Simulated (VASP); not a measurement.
Input of a VASP 6.6.1 run:

Contents of POSCAR:

```
Ge
1.0
    4.0504045371      0.0000000000      0.0000000000
   -2.0252022685      3.5077532247      0.0000000000
    0.0000000000      0.0000000000     10.9933590000
Ge
4
Direct
    0.6666666667      0.3333333333      0.4148480000
    0.3333333333      0.6666666667      0.9148480000
    0.0000000000      0.0000000000      0.4774520000
    0.0000000000      0.0000000000      0.9774520000
```

Contents of INCAR.step1:

```
SYSTEM = Ge
PREC     = Accurate       ! precision mode
ENCUT    = 500            ! plane-wave cutoff, eV
EDIFF    = 1E-8           ! SCF threshold, eV
ISMEAR   = 0              ! smearing method
SIGMA    = 0.01           ! smearing width, eV
LREAL    = .FALSE.        ! projectors in reciprocal space
LASPH    = .TRUE.         ! aspherical terms in the spheres
NELM     = 80             ! most SCF steps
ALGO     = Normal         ! electronic algorithm
LWAVE    = .TRUE.         ! write WAVECAR
LCHARG   = .FALSE.        ! write CHGCAR
GGA      = PS             ! functional
KPAR     = 4
```

INCAR.step2

```
SYSTEM = Ge
PREC     = Accurate       ! precision mode
ENCUT    = 500            ! plane-wave cutoff, eV
EDIFF    = 1E-8           ! SCF threshold, eV
ISMEAR   = 0              ! smearing method
SIGMA    = 0.01           ! smearing width, eV
LREAL    = .FALSE.        ! projectors in reciprocal space
LASPH    = .TRUE.         ! aspherical terms in the spheres
NELM     = 1              ! most SCF steps
ALGO     = Exact          ! electronic algorithm
LWAVE    = .TRUE.         ! write WAVECAR
LCHARG   = .FALSE.        ! write CHGCAR
GGA      = PS             ! functional
NBANDS   = 448            ! bands
LOPTICS  = .TRUE.         ! frequency-dependent dielectric function
ISTART   = 1            
KPAR     = 4
```

File INCAR.step3:

```
SYSTEM = Ge
PREC     = Accurate       ! precision mode
ENCUT    = 500            ! plane-wave cutoff, eV
EDIFF    = 1E-8           ! SCF threshold, eV
ISMEAR   = 0              ! smearing method
SIGMA    = 0.01           ! smearing width, eV
LREAL    = .FALSE.        ! projectors in reciprocal space
LASPH    = .TRUE.         ! aspherical terms in the spheres
ALGO     = EVGW0          ! electronic algorithm
LWAVE    = .FALSE.        ! write WAVECAR
LCHARG   = .FALSE.        ! write CHGCAR
GGA      = PS             ! functional
NELMGW   = 1            
NBANDS   = 448            ! bands
ENCUTGW  = 120            ! cutoff of the response function
NOMEGA   = 50             ! frequency points
PRECFOCK = Fast         
ISTART   = 1            
NBANDSGW = 36           
KPAR     = 4
```

Contents of KPOINTS:

```
Automatic mesh
0
G
  4 4 1
  0 0 0
```

Potentials or basis: VASP PAW PBE potentials, release 64 (Ge_d_GW).

Launch:

```bash
$ cat potpaw_PBE.64/Ge_d_GW/POTCAR > POTCAR
$ cp INCAR.step1 INCAR
$ mpirun -np 4 vasp_std > vasp.out
$ cp INCAR.step2 INCAR
$ mpirun -np 4 vasp_std > vasp.out
$ cp INCAR.step3 INCAR
$ mpirun -np 4 vasp_std > vasp.out
```

Q: What does it give for the quasiparticle gap?

A: 1.40 eV.

Q: Predict the least direct quasiparticle gap.

A: 1.65 eV.

Q: What does it give for the band gap on the k mesh, mean-field level?

A: 0.78 eV, direct.

Caveat: the k mesh is coarse (spacing up to 0.57 Å⁻¹), so the values aren't converged; bands, screening cutoff and mesh are small and nothing is extrapolated, so the quasiparticle values aren't converged; an odd mesh through Γ misses points on the zone boundary, where band edges often lie.
